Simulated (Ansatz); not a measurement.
# Al under changes of volume

One of the cells (24.652 Å³/atom); the others are scaled copies at fixed shape and fractional positions:

```
CELL_PARAMETERS angstrom
4.54673 0.00000 0.00000
-2.27337 3.93758 0.00000
0.00000 0.00000 2.75393
ATOMIC_POSITIONS crystal
Al 0.33333 0.66667 0.50000
Al 0.66667 0.33333 0.50000
```

The cell was built by a generator and needn't be a form met in nature.

* Program: Ansatz 0.2.0
* Functional: PBE
* Potentials or basis: Ansatz PAW
* Cutoff: 420 eV (not typed: the program's choice for these potentials)
* k mesh: 7 × 7 × 10
* Occupations: fermi-dirac, width 0.05 eV
* Spin: no spin polarisation

| volume (Å³/atom) | energy over the lowest point (meV/atom) | pressure (GPa) |
| --- | --- | --- |
| 23.173 | 12.96 | 3.1 |
| 23.666 | 5.39 | 1.9 |
| 24.159 | 1.20 | 0.9 |
| 24.652 | 0.00 | -0.1 |
| 25.145 | ? | ? |
| 25.638 | 5.39 | -1.6 |
| 26.131 | 11.52 | -2.3 |

**Question.** What does the run at 25.145 Å³/atom give?

**Answer.** Energy over the lowest point 1.47 meV/atom; pressure -0.9 GPa.

Worked out: A Birch-Murnaghan fit of order 3 (a polynomial in V^(-2/3)) to the other rows has its minimum at 24.62 Å³/atom with B0 = V·E''(V) = 44 GPa and B' = 4.3 at fixed shape and positions, which overstates the stiffness. It gives 1.48 meV/atom at 25.145 Å³/atom, against the run's 1.47, and -dE/dV = -0.9 GPa, against -0.9.

Energies are extrapolated to zero smearing.
